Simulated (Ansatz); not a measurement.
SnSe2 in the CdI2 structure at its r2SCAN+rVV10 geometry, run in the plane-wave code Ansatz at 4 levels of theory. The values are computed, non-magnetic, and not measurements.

The PBE+SOC input:
```yaml
crystal:
  lattice:
    - [3.825149197, 0.0, 0.0]
    - [-1.9125745985, 3.3126763779, 0.0]
    - [0.0, 0.0, 6.227081499]
  atoms:
    - { symbol: Sn, position: [0.0, 0.0, 0.0] }
    - { symbol: Se, position: [0.3333333333, 0.6666666667, 0.2530781084] }
    - { symbol: Se, position: [0.6666666667, 0.3333333333, 0.7469218916] }
kpoints:
  mp_grid: { grid: [12, 12, 4] }
  band_path:
    path:
      - [0.0, 0.0, 0.0]
      - [0.5, 0.0, 0.0]
      - [0.3333333333, 0.3333333333, 0.0]
      - [0.0, 0.0, 0.5]
      - [0.5, 0.0, 0.5]
      - [0.3333333333, 0.3333333333, 0.5]
      - [-0.088542, 0.171875, 0.0]
      - [0.0, 0.458333, 0.34375]
    npoints: 1
hamiltonian:
  xc: pbe
scf:
  occupations: { method: fermi_dirac, width: 0.02 }
  n_extra_bands: 8
magnetization:
  noncollinear: true
  spin_orbit: true
output:
  forces: true
  stress: true
  eigenvalues: true
```

Main results, then, where recorded, the levels near the gap in eV from the Fermi energy (columns number the bands from 0), one row a point of the path (Γ, M, K, A, L, H, (-0.089, 0.172, 0), (0, 0.458, 0.344)):
```
Crystal: 3 atoms, lattice volume = 78.906 Å³
Symmetry: 12 space group operations + 12 with time reversal
Magnetic group: BNS 164.86 (UNI 1316)
```
```
Basis set: ecut = 420 eV, 1545 PW (Γ)
k-points: 69 of 576
SCF converged after 9 iterations
Free energy (F): -16965.822913 eV
Fermi energy:    8.196755 eV
--- Forces (eV/Å), atoms counted from 1 ---
  atom   1  Sn      0.00000      0.00000      0.00000
  atom   2  Se      0.00000      0.00000      0.26374
  atom   3  Se      0.00000      0.00000    -0.26374
--- Stress (GPa, compression-positive) ---
        2.877392       0.000000       0.000000
        0.000000       2.877392       0.000000
        0.000000       0.000000       3.023401
  P = ⅓ Tr σ = 2.9261 GPa (29.261 kbar)
```
```tsv
band_40	band_41	band_42	band_43	band_44	band_45	band_46	band_47	band_48	band_49	band_50	band_51
-0.798	-0.798	-0.568	-0.568	-0.447	-0.447	0.622	0.622	2.630	2.630	4.049	4.049
-2.833	-2.833	-1.674	-1.674	-0.667	-0.667	0.765	0.765	3.334	3.334	4.926	4.926
-3.631	-3.631	-1.969	-1.969	-1.915	-1.915	0.845	0.845	5.824	5.824	6.002	6.002
-0.900	-0.900	-0.687	-0.687	-0.407	-0.407	2.057	2.057	2.537	2.537	3.806	3.806
-2.337	-2.337	-1.307	-1.307	-1.004	-1.004	0.350	0.350	3.755	3.755	4.316	4.316
-4.005	-4.005	-0.853	-0.853	-0.762	-0.762	1.926	1.926	4.025	4.025	4.211	4.211
-1.047	-1.047	-0.856	-0.856	-0.370	-0.370	1.793	1.793	3.530	3.530	3.876	3.876
-2.515	-2.515	-1.320	-1.320	-0.934	-0.934	0.241	0.241	3.787	3.787	4.849	4.849
```

PBE+SOC gives an indirect gap of 0.60 eV, from Γ–M (0.33 of the way from Γ) to k = (0, 0.458, 0.344); the least direct gap is 1.07 eV at Γ.

Problem. In the first input these blocks are replaced (the band path and keys that only write files left aside):
```yaml
hamiltonian:
  xc: r2scan
scf:
  occupations: { method: fixed }
  n_extra_bands: 4
```
(magnetization left out)
What comes out?

Solution.
```
Basis set: ecut = 500 eV, 1985 PW (Γ)
k-points: 69 of 576
SCF converged after 6 iterations
Free energy (F): -16996.160375 eV
Fermi energy:    7.501482 eV
--- Forces (eV/Å), atoms counted from 1 ---
  atom   1  Sn      0.00000      0.00000      0.00000
  atom   2  Se      0.00000      0.00000    -0.02894
  atom   3  Se      0.00000      0.00000      0.02894
--- Stress (GPa, compression-positive) ---
        0.940241       0.000000       0.000000
        0.000000       0.940241       0.000000
        0.000000       0.000000       0.907104
  P = ⅓ Tr σ = 0.9292 GPa (9.292 kbar)
```
```tsv
band_20	band_21	band_22	band_23	band_24	band_25
-0.307	-0.307	-0.112	1.439	3.579	5.062
-2.540	-1.228	-0.278	1.406	4.267	5.778
-3.307	-1.551	-1.551	1.516	6.877	6.877
-0.687	-0.146	-0.146	2.822	3.516	4.797
-2.005	-0.825	-0.673	1.012	4.651	5.191
-3.681	-0.409	-0.409	2.624	5.045	5.045
-0.628	-0.448	0.000	2.532	4.562	4.673
-2.222	-0.872	-0.582	0.916	4.688	5.745
```
r2SCAN gives an indirect gap of 0.92 eV, from k = (-0.089, 0.172, 0) to k = (0, 0.458, 0.344); the least direct gap is 1.49 eV at k = (0, 0.417, 1/4). With the atoms held, the mean pressure is +0.93 GPa (compression positive).

Problem. Another run on the same cell gave
```
Basis set: ecut = 420 eV, 1545 PW (Γ)
k-points: 24 of 144
hybrid outer 1: dexx = +1.386e-2 eV, tail = 1.61e-4 eV
hybrid outer 2: dexx = +1.069e-6 eV, tail = 4.64e-8 eV, Δε = 3.11e-3 eV, ΔF = 1.20e-2 eV/Å
hybrid outer 3: dexx = +5.857e-10 eV, tail = 5.47e-10 eV, Δε = 4.16e-5 eV, ΔF = 2.14e-4 eV/Å
hybrid SCF converged: 3 outer / 14 inner (+4 warm-up)
Free energy (F): -16970.482471 eV
Fermi energy:    7.247519 eV
--- Forces (eV/Å), atoms counted from 1 ---
  atom   1  Sn      0.00000      0.00000      0.00000
  atom   2  Se      0.00000      0.00000    -0.22172
  atom   3  Se      0.00000      0.00000      0.22172
--- Stress (GPa, compression-positive) ---
        0.148529       0.000000       0.000000
        0.000000       0.148529       0.000000
        0.000000       0.000000       0.057585
  P = ⅓ Tr σ = 0.1182 GPa (1.182 kbar)
```
```tsv
band_20	band_21	band_22	band_23	band_24	band_25
-0.265	-0.265	-0.125	1.796	3.914	5.613
-2.665	-1.275	-0.245	1.809	4.633	6.220
-3.497	-1.646	-1.646	1.975	7.437	7.437
-0.695	-0.095	-0.095	3.282	3.836	5.324
-2.137	-0.867	-0.668	1.410	5.040	5.638
-3.896	-0.414	-0.414	3.181	5.450	5.450
-0.641	-0.416	0.018	3.000	4.978	5.098
-2.369	-0.928	-0.570	1.314	5.086	6.209
```
Which level of theory gave it?

Solution. It is HSE06, judged by the exchange loop and the size of the gap (a near hybrid could fit too), on 6×6×4; the blocks that differ from the first input, but for the band path:
```yaml
kpoints:
  mp_grid: { grid: [6, 6, 4] }
hamiltonian:
  xc: hse06
scf:
  occupations: { method: fixed }
  n_extra_bands: 4
```
(magnetization left out)
With HSE06 the valence top lies at k = (-0.089, 0.172, 0) and the conduction bottom at k = (0, 0.458, 0.344), 1.30 eV higher; the smallest vertical gap, at k = (0, 0.458, 0.344), is 1.88 eV. The mean stress, +0.1 GPa, is small, and the program warns that its thresholds are loose for a hybrid's stress.

Problem. Another run on the same cell gave
```
Basis set: ecut = 420 eV, 1545 PW (Γ)
k-points: 24 of 144
hybrid outer 1: dexx = +2.056e-2 eV, tail = 1.95e-4 eV
hybrid outer 2: dexx = +2.862e-6 eV, tail = 1.03e-7 eV, Δε = 3.35e-3 eV, ΔF = 1.05e-2 eV/Å
hybrid outer 3: dexx = +1.513e-9 eV, tail = 1.05e-9 eV, Δε = 5.75e-5 eV, ΔF = 2.91e-4 eV/Å
hybrid SCF converged: 3 outer / 14 inner (+4 warm-up)
Free energy (F): -16969.595383 eV
Fermi energy:    6.911718 eV
--- Forces (eV/Å), atoms counted from 1 ---
  atom   1  Sn      0.00000      0.00000      0.00000
  atom   2  Se      0.00000      0.00000    -0.24508
  atom   3  Se      0.00000      0.00000      0.24508
--- Stress (GPa, compression-positive) ---
       -0.009688       0.000000       0.000000
        0.000000      -0.009688       0.000000
        0.000000       0.000000      -0.090574
  P = ⅓ Tr σ = -0.0366 GPa (-0.366 kbar)
```
```tsv
band_20	band_21	band_22	band_23	band_24	band_25
-0.271	-0.271	-0.137	2.405	4.572	6.311
-2.706	-1.314	-0.253	2.475	5.302	6.909
-3.556	-1.697	-1.697	2.642	8.159	8.159
-0.718	-0.095	-0.095	3.949	4.490	6.016
-2.174	-0.886	-0.691	2.056	5.713	6.321
-3.969	-0.430	-0.430	3.892	6.129	6.129
-0.659	-0.418	0.012	3.655	5.654	5.772
-2.417	-0.950	-0.591	1.958	5.764	6.903
```
Which level of theory gave it?

Solution. It is PBE0, judged by the exchange loop and the size of the gap (a near hybrid could fit too), on 6×6×4; the blocks that differ from the first input, but for the band path:
```yaml
kpoints:
  mp_grid: { grid: [6, 6, 4] }
hamiltonian:
  xc: pbe0
scf:
  occupations: { method: fixed }
  n_extra_bands: 4
```
(magnetization left out)
PBE0 gives an indirect gap of 1.95 eV, from k = (-0.089, 0.172, 0) to k = (0, 0.458, 0.344); the least direct gap is 2.54 eV at Γ. The mean stress, 0.0 GPa, is small, and the program warns that its thresholds are loose for a hybrid's stress.

Small level splittings and stresses of the hybrids carry the error of their coarser meshes.

Totals of different functionals, or with and without spin-orbit coupling, can't be compared.

Only the levels marked +SOC include spin-orbit coupling.
